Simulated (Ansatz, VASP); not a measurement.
# Co2CuS4 (Carrollite): VASP beside Ansatz, part 2 of 3

Aim: how closely do two programs agree when they are given the same cell, functional and k mesh? The cell is taken from a series of runs on this material, whose earlier steps may have relaxed, scaled, displaced or heated it; both programs get it as it stands.

VASP 6.6.1 and Ansatz 0.2.0.

So far: Set-up; Ansatz: relaxation of cell and atoms, r2SCAN with rVV10.

## Step 3: VASP: relaxation of cell and atoms, r2SCAN with rVV10

Level of this step: r2SCAN with rVV10, no spin polarisation; plane waves and PAW (Co, Cu, S) (VASP).

The same cell, functional, mesh and smearing now go to VASP, with its own data sets.

Lines of VASP's logs that name or quote its potential files are left out, and so is its time.

Input file INCAR:

```
SYSTEM = Co2CuS4
PREC = Accurate
ENCUT = 660
EDIFF = 1E-07
NELM = 120
ISMEAR = 0
SIGMA = 0.1
LREAL = .FALSE.
ALGO = Normal
METAGGA = R2SCAN
LUSE_VDW = .TRUE.
IVDW_NL = 2
BPARAM = 11.95
CPARAM = 0.0093
LASPH = .TRUE.
NBANDS = 67
LORBIT = 11
LWAVE = .FALSE.
LCHARG = .FALSE.
ISIF = 3
IBRION = 2
NSW = 80
EDIFFG = -0.005
GGA_COMPAT = .FALSE.
NELMIN = 4
LMIXTAU = .TRUE.
KPAR = 4
```

Input file POSCAR:

```
Co2CuS4
1.0
    0.0000000000      4.7390000000      4.7390000000
    4.7390000000      0.0000000000      4.7390000000
    4.7390000000      4.7390000000      0.0000000000
Co Cu S
4 2 8
Direct
    0.1250000000      0.1250000000      0.1250000000
    0.6250000000      0.1250000000      0.1250000000
    0.1250000000      0.1250000000      0.6250000000
    0.1250000000      0.6250000000      0.1250000000
    0.7500000000      0.7500000000      0.7500000000
    0.5000000000      0.5000000000      0.5000000000
    0.8880000000      0.8880000000      0.8880000000
    0.9140000000      0.3620000000      0.3620000000
    0.8880000000      0.8880000000      0.3360000000
    0.3620000000      0.9140000000      0.3620000000
    0.3360000000      0.8880000000      0.8880000000
    0.3620000000      0.3620000000      0.3620000000
    0.8880000000      0.3360000000      0.8880000000
    0.3620000000      0.3620000000      0.9140000000
```

Input file KPOINTS:

```
Automatic mesh
0
Gamma
6 6 6
0 0 0
```

The projector-augmented-wave data sets are Co, Cu and S (PBE family, release 64).

Launch:

```
$ mpirun -np 4 vasp_std
```

The program printed:

```text
[banner, memory and clock lines left out]
running    4 mpi-ranks, on    1 nodes
 distrk:  each k-point on    1 cores,    4 groups
 distr:  one band on    1 cores,    1 groups

 POSCAR found type information on POSCAR CoCuS
 POSCAR found :  3 types and      14 ions
|                                                                             |
|               ----> ADVICE to this user running VASP <----                  |
|                                                                             |
|     You have switched on vdW-DFT.                                           |
|     This routine was written and supplied by Jiri Klimes. We recommend      |
|     that you carefully read and cite the following publications:            |
|       J. Klimes, D.R. Bowler, A. Michelides                                 |
|          J. Phys.: Cond Matt. 22 022201 (2010)                              |
|       J. Klimes, D.R. Bowler, A. Michelides                                 |
|          Phys. Rev. B. 83, 195131 (2011)                                    |
|     and references therein.                                                 |
|                                                                             |

|                                                                             |
|               ----> ADVICE to this user running VASP <----                  |
|                                                                             |
|     You enforced a specific xc type in the INCAR file but a different       |
|     [... a line on the potential file left out ...]
|     I HOPE YOU KNOW WHAT YOU ARE DOING!                                     |
|                                                                             |

 LDA part: xc-table for (None), standard interpolation
 POSCAR, INCAR and KPOINTS ok, starting setup
 FFT: planning ... GRIDC
 FFT: planning ... GRID_SOFT
 FFT: planning ... GRID
 WAVECAR not read
 entering main loop
       N       E                     dE             d eps       ncg     rms          rms(c)
Total rVV10 correction in eV:      2.3163598   117.8085590
Total rVV10 correction in eV:      2.3163598   117.8085590
Total rVV10 correction in eV:      2.3163598   117.8085590
Total rVV10 correction in eV:      2.3163598   117.8085590
DAV:   1     0.106697345487E+04    0.10670E+04   -0.53621E+04  2144   0.223E+03
DAV:   2     0.298035968918E+02   -0.10372E+04   -0.99674E+03  2147   0.498E+02
DAV:   3    -0.153512074924E+03   -0.18332E+03   -0.16756E+03  2533   0.214E+02
DAV:   4    -0.174131580647E+03   -0.20620E+02   -0.20108E+02  3216   0.722E+01
DAV:   5    -0.174762035548E+03   -0.63045E+00   -0.62694E+00  3136   0.147E+01    0.390E+01
Total rVV10 correction in eV:      2.2228830   117.8085611
Total rVV10 correction in eV:      2.2228830   117.8085611
Total rVV10 correction in eV:      2.2228830   117.8085611
Total rVV10 correction in eV:      2.2228830   117.8085611
DAV:   6    -0.179573735806E+03   -0.48117E+01   -0.26844E+02  2792   0.194E+02    0.602E+01
Total rVV10 correction in eV:      2.2696379   117.8085614
Total rVV10 correction in eV:      2.2696379   117.8085614
Total rVV10 correction in eV:      2.2696379   117.8085614
Total rVV10 correction in eV:      2.2696379   117.8085614
DAV:   7    -0.143902886218E+03    0.35671E+02   -0.75392E+01  2656   0.160E+02    0.166E+01
Total rVV10 correction in eV:      2.2860426   117.8085616
Total rVV10 correction in eV:      2.2860426   117.8085616
Total rVV10 correction in eV:      2.2860426   117.8085616
Total rVV10 correction in eV:      2.2860426   117.8085616
DAV:   8    -0.143411262190E+03    0.49162E+00   -0.23423E+01  3194   0.109E+02    0.114E+01
Total rVV10 correction in eV:      2.2937740   117.8085613
Total rVV10 correction in eV:      2.2937740   117.8085613
Total rVV10 correction in eV:      2.2937740   117.8085613
Total rVV10 correction in eV:      2.2937740   117.8085613
DAV:   9    -0.143917931308E+03   -0.50667E+00   -0.97217E+00  3752   0.659E+01    0.769E+00
Total rVV10 correction in eV:      2.3191006   117.8085615
Total rVV10 correction in eV:      2.3191006   117.8085615
Total rVV10 correction in eV:      2.3191006   117.8085615
Total rVV10 correction in eV:      2.3191006   117.8085615
DAV:  10    -0.143482839465E+03    0.43509E+00   -0.15611E+00  3738   0.229E+01    0.156E+00
Total rVV10 correction in eV:      2.3323753   117.8085615
Total rVV10 correction in eV:      2.3323753   117.8085615
Total rVV10 correction in eV:      2.3323753   117.8085615
Total rVV10 correction in eV:      2.3323753   117.8085615
DAV:  11    -0.143542302446E+03   -0.59463E-01   -0.30004E-01  3224   0.427E+00    0.666E-01
Total rVV10 correction in eV:      2.3382596   117.8085615
[...]
Total rVV10 correction in eV:      2.3009314   117.8085587
Total rVV10 correction in eV:      2.3009314   117.8085587
Total rVV10 correction in eV:      2.3009314   117.8085587
DAV:  16    -0.143608800339E+03   -0.20345E-06   -0.32948E-08  1203   0.224E-03    0.699E-04
Total rVV10 correction in eV:      2.3009323   117.8085587
Total rVV10 correction in eV:      2.3009323   117.8085587
Total rVV10 correction in eV:      2.3009323   117.8085587
Total rVV10 correction in eV:      2.3009323   117.8085587
DAV:  17    -0.143608800433E+03   -0.94591E-07   -0.69667E-09  1183   0.193E-03
[...]
Total rVV10 correction in eV:      2.2986127   117.8085588
Total rVV10 correction in eV:      2.2986127   117.8085588
Total rVV10 correction in eV:      2.2986127   117.8085588
Total rVV10 correction in eV:      2.2986127   117.8085588
DAV:   7    -0.143617951538E+03    0.12377E-04   -0.15759E-04  3078   0.103E-01    0.303E-02
Total rVV10 correction in eV:      2.2986215   117.8085588
Total rVV10 correction in eV:      2.2986215   117.8085588
Total rVV10 correction in eV:      2.2986215   117.8085588
Total rVV10 correction in eV:      2.2986215   117.8085588
DAV:   8    -0.143617961103E+03   -0.95648E-05   -0.22145E-05  3106   0.505E-02    0.206E-02
Total rVV10 correction in eV:      2.2986362   117.8085588
Total rVV10 correction in eV:      2.2986362   117.8085588
Total rVV10 correction in eV:      2.2986362   117.8085588
Total rVV10 correction in eV:      2.2986362   117.8085588
DAV:   9    -0.143617957818E+03    0.32851E-05   -0.64687E-06  2992   0.210E-02    0.125E-02
Total rVV10 correction in eV:      2.2986438   117.8085588
Total rVV10 correction in eV:      2.2986438   117.8085588
Total rVV10 correction in eV:      2.2986438   117.8085588
Total rVV10 correction in eV:      2.2986438   117.8085588
DAV:  10    -0.143617959528E+03   -0.17101E-05   -0.28975E-06  2777   0.811E-03    0.482E-03
Total rVV10 correction in eV:      2.2986370   117.8085588
Total rVV10 correction in eV:      2.2986370   117.8085588
Total rVV10 correction in eV:      2.2986370   117.8085588
Total rVV10 correction in eV:      2.2986370   117.8085588
DAV:  11    -0.143617959072E+03    0.45658E-06   -0.33075E-07  1969   0.541E-03    0.315E-03
Total rVV10 correction in eV:      2.2986237   117.8085588
Total rVV10 correction in eV:      2.2986237   117.8085588
Total rVV10 correction in eV:      2.2986237   117.8085588
Total rVV10 correction in eV:      2.2986237   117.8085588
DAV:  12    -0.143617958156E+03    0.91531E-06   -0.35939E-07  2074   0.303E-03    0.171E-03
Total rVV10 correction in eV:      2.2986252   117.8085588
Total rVV10 correction in eV:      2.2986252   117.8085588
Total rVV10 correction in eV:      2.2986252   117.8085588
Total rVV10 correction in eV:      2.2986252   117.8085588
DAV:  13    -0.143617958106E+03    0.49848E-07   -0.48832E-08  1249   0.194E-03
Total rVV10 correction in eV:      2.2986307   117.8085588
Total rVV10 correction in eV:      2.2986307   117.8085588
Total rVV10 correction in eV:      2.2986307   117.8085588
Total rVV10 correction in eV:      2.2986307   117.8085588
Total rVV10 correction in eV:      2.2986298   117.8085588
Total rVV10 correction in eV:      2.2986298   117.8085588
Total rVV10 correction in eV:      2.2986298   117.8085588
Total rVV10 correction in eV:      2.2986298   117.8085588
   4 F= -.14361796E+03 E0= -.14360097E+03  d E =-.915767E-02
 trial-energy change:   -0.009158  1 .order   -0.009320   -0.019216    0.000576
 step:   0.9060(harm=  0.9073)  dis= 0.00616  next Energy=  -143.617967 (dE=-0.917E-02)
 bond charge predicted
       N       E                     dE             d eps       ncg     rms          rms(c)
Total rVV10 correction in eV:      2.2986926   117.8085588
Total rVV10 correction in eV:      2.2986926   117.8085588
Total rVV10 correction in eV:      2.2986926   117.8085588
Total rVV10 correction in eV:      2.2986926   117.8085588
DAV:   1    -0.143617952571E+03    0.55855E-05   -0.91352E-04  2294   0.105E-01    0.174E-02
Total rVV10 correction in eV:      2.2987232   117.8085588
Total rVV10 correction in eV:      2.2987232   117.8085588
Total rVV10 correction in eV:      2.2987232   117.8085588
Total rVV10 correction in eV:      2.2987232   117.8085588
DAV:   2    -0.143617969773E+03   -0.17202E-04   -0.13739E-04  3261   0.845E-02    0.140E-02
Total rVV10 correction in eV:      2.2987033   117.8085588
Total rVV10 correction in eV:      2.2987033   117.8085588
Total rVV10 correction in eV:      2.2987033   117.8085588
Total rVV10 correction in eV:      2.2987033   117.8085588
DAV:   3    -0.143617969193E+03    0.58057E-06   -0.13164E-05  2816   0.453E-02    0.752E-03
Total rVV10 correction in eV:      2.2987031   117.8085588
Total rVV10 correction in eV:      2.2987031   117.8085588
Total rVV10 correction in eV:      2.2987031   117.8085588
Total rVV10 correction in eV:      2.2987031   117.8085588
DAV:   4    -0.143617969247E+03   -0.54022E-07   -0.26245E-06  3269   0.374E-02    0.612E-03
Total rVV10 correction in eV:      2.2987046   117.8085588
Total rVV10 correction in eV:      2.2987046   117.8085588
Total rVV10 correction in eV:      2.2987046   117.8085588
Total rVV10 correction in eV:      2.2987046   117.8085588
DAV:   5    -0.143617969813E+03   -0.56601E-06   -0.85046E-07  2386   0.228E-02    0.375E-03
Total rVV10 correction in eV:      2.2987013   117.8085588
Total rVV10 correction in eV:      2.2987013   117.8085588
Total rVV10 correction in eV:      2.2987013   117.8085588
Total rVV10 correction in eV:      2.2987013   117.8085588
DAV:   6    -0.143617970564E+03   -0.75109E-06   -0.28425E-07  1973   0.829E-03    0.153E-03
Total rVV10 correction in eV:      2.2986985   117.8085588
Total rVV10 correction in eV:      2.2986985   117.8085588
Total rVV10 correction in eV:      2.2986985   117.8085588
Total rVV10 correction in eV:      2.2986985   117.8085588
DAV:   7    -0.143617971086E+03   -0.52207E-06   -0.68193E-07  2183   0.463E-03    0.893E-04
Total rVV10 correction in eV:      2.2986985   117.8085588
Total rVV10 correction in eV:      2.2986985   117.8085588
Total rVV10 correction in eV:      2.2986985   117.8085588
Total rVV10 correction in eV:      2.2986985   117.8085588
DAV:   8    -0.143617971074E+03    0.11745E-07   -0.54774E-08  1152   0.180E-03
Total rVV10 correction in eV:      2.2986993   117.8085588
Total rVV10 correction in eV:      2.2986993   117.8085588
Total rVV10 correction in eV:      2.2986993   117.8085588
Total rVV10 correction in eV:      2.2986993   117.8085588
Total rVV10 correction in eV:      2.2986982   117.8085588
Total rVV10 correction in eV:      2.2986982   117.8085588
Total rVV10 correction in eV:      2.2986982   117.8085588
Total rVV10 correction in eV:      2.2986982   117.8085588
   5 F= -.14361797E+03 E0= -.14360099E+03  d E =-.917064E-02
 curvature:  -0.51 expect dE=-0.346E-05 dE for cont linesearch -0.399E-08
 trial: gam=-0.00602 g(F)=  0.109E-07 g(S)=  0.683E-05 ort = 0.135E-04 (trialstep = 0.929E+00)
 search vector abs. value=  0.751E-05
 reached required accuracy - stopping structural energy minimisation
```

(Part 2 of 3 ends here.)

[Lines on the potential files, build, host, timing and source positions are cut from VASP's logs without a mark.]

[Logs are printed without paths, hosts, clocks, repeated set-up lines and the standing remarks that a program may print on its own settings, such as how far it seeks lower states.]

[Hosts, paths, dates, database ids (printed as entryN), source tags and the programs' standing remarks are cut or masked in the printed files.]
